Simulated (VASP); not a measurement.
Set up this calculation in VASP 6.6.1, as the native input.

- Task: single point
- Functional: PBE
- Potentials or basis: VASP PAW PBE potentials, release 64 (Ag)
- Cutoff: 520 eV
- k mesh: 9 × 9 × 2
- Occupations: gaussian, width 0.1 eV
- Spin: no spin polarisation
- Dipole correction: no
- Further INCAR settings: ALGO = Normal; EDIFF = 1e-06; NBANDS = 30

The structure of Ag lies in POSCAR:

```
Ag
1.0
    2.8861989086      0.0000000000      0.0000000000
   -1.4430994543      2.4995215753      0.0000000000
    0.0000000000      0.0000000000     10.0000000000
Ag
4
Direct
    0.3333333333      0.6666666667      0.2500000000
    0.6666666667      0.3333333333      0.7500000000
    0.0000000000      0.0000000000      0.0000000000
    0.0000000000      0.0000000000      0.5000000000
```

This isn't the form of Ag at room conditions, which is fcc.

One way to write it, as run:

INCAR

```
PREC     = Accurate       # precision mode
ENCUT    = 520            # plane-wave cutoff, eV
EDIFF    = 1E-6           # SCF threshold, eV
ISMEAR   = 0              # smearing method
SIGMA    = 0.1            # smearing width, eV
LREAL    = F              # projectors in reciprocal space
LASPH    = T              # aspherical terms in the spheres
NELM     = 100            # most SCF steps
ALGO     = Normal         # electronic algorithm
ISIF     = 2              # what is computed and relaxed
LWAVE    = F              # write WAVECAR
LCHARG   = T              # write CHGCAR
GGA      = PE             # functional
LELF     = T              # ELF
LVHAR    = T            
NBANDS   = 30             # bands
```

KPOINTS

```
regular mesh
0
Gamma
  9 9 2
```

Potentials or basis: VASP PAW PBE potentials, release 64 (Ag).

Command:

```sh
$ cat potpaw_PBE.64/Ag/POTCAR > POTCAR
$ mpirun -np 1 vasp_std > vasp.out
```

Results of the run:

The pressure is -0.6 GPa. The band gap on the k mesh is none (metal or under the smearing width).

Run time: 30 s on 1 thread of AMD EPYC 9R14 (Zen 4), on a shared host, peak memory 0.18 GiB.
